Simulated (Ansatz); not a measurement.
Write the native input for Ansatz 0.2.0 that does the following.

```yaml
Task: single point
Functional: PBE
Potentials_or_basis: all-electron LAPW, scalar-relativistic
Cutoff: 197 eV (chosen from the basis error)
Basis_error_allowed: 0.001 eV/atom
k_mesh: 9 × 9 × 9
Occupations: fermi-dirac, width 0.05 eV
Spin: no spin polarisation
```

MgS (Niningerite):

```
S Mg
1.0
     0.00000    2.60165    2.60165
     2.60165    0.00000    2.60165
     2.60165    2.60165    0.00000
S Mg
1 1
Direct
  0.49923 0.50365 0.50962
  0.01475 0.99180 0.98833
```

The cell isn't the ideal one: atoms moved at random, drawn with an rms of 0.05 Å.

One way to write it, as run:

input.yaml

```yaml
crystal:
  lattice:
    - [0.0, 2.60165, 2.60165]
    - [2.60165, 0.0, 2.60165]
    - [2.60165, 2.60165, 0.0]
  atoms:
    - { symbol: S, position: [0.499231, 0.503653, 0.509622] }
    - { symbol: Mg, position: [0.01475, -0.008204, -0.011666] }
kpoints:
  mp_grid: { grid: [9, 9, 9] }
scf:
  occupations: { method: fermi_dirac, width: 0.05 }
hamiltonian:
  xc: pbe
  pseudopotentials: { kind: all_electron, lapw: { basis_error: 0.001 } }
output:
  forces: true
  stress: true
  eigenvalues: true
  populations: true
```

Potentials or basis: all-electron LAPW, scalar-relativistic.

The run is started by

```console
$ ansatz run input.yaml --threads 1 --pin off --max-ram 3072MiB --backend cpu --events-out ev --progress --plain --runs-dir out
```

Results of the run:

```yaml
Pressure: 1.4 GPa
Largest_force: 0.257 eV/Å
Band_gap_on_the_k_mesh: 2.92 eV, indirect (least direct gap 3.72 eV)
Loewdin_charges: S -1.29; Mg +1.45 e
```

Caveat: the atomic charges don't sum to the cell's charge; an odd mesh through Γ misses points on the zone boundary, where band edges often lie.

It took 95 s on 1 thread of AMD EPYC 7R43 64-Core Processor (Zen 3), on a shared host, peak memory 0.56 GiB.
